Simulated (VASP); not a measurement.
Crystal: BAs.

```
CELL_PARAMETERS angstrom
2.93437 0.00000 0.00000
0.00000 2.93437 0.00000
0.00000 0.00000 2.93437
ATOMIC_POSITIONS crystal
B 0.50000 0.50000 0.50000
As 0.00000 0.00000 0.00000
```

The cell was built by a generator and needn't be a form met in nature.

- Program: VASP 6.6.1
- Task: relaxation of cell and atoms
- Functional: BLYP
- Potentials or basis: VASP PAW PBE potentials, release 64 (B, As)
- Cutoff: 600 eV
- k mesh: 9 × 9 × 9
- Occupations: fermi-dirac, width 0.05 eV
- Spin: no spin polarisation

At the start: pressure 10.9 GPa; volume 12.63 Å³/atom.

How do energy, volume and symmetry change on relaxing?

Over 3 steps the energy falls by 47.4 meV/atom and the volume is 14.17 Å³/atom (+12.2 %); space group Pm-3m (No. 221, to 0.05 Å).

Step by step:
```
step  energy change (eV)  largest force (eV/Å)  pressure (GPa)  volume (Å³)
   1              0.0000                0.0000           10.88        25.27
   2             -0.0945                0.0000           -0.47        28.54
   3             -0.0948                0.0000            0.00        28.35
```

Final structure:
```
B As
1.0
     3.04902    0.00000    0.00000
     0.00000    3.04902    0.00000
     0.00000    0.00000    3.04902
B As
1 1
Cartesian
  1.5245 1.5245 1.5245
  0.0000 0.0000 0.0000
```

Caveat: the PAW data sets were made with another functional, which shifts forces and pressure a little.
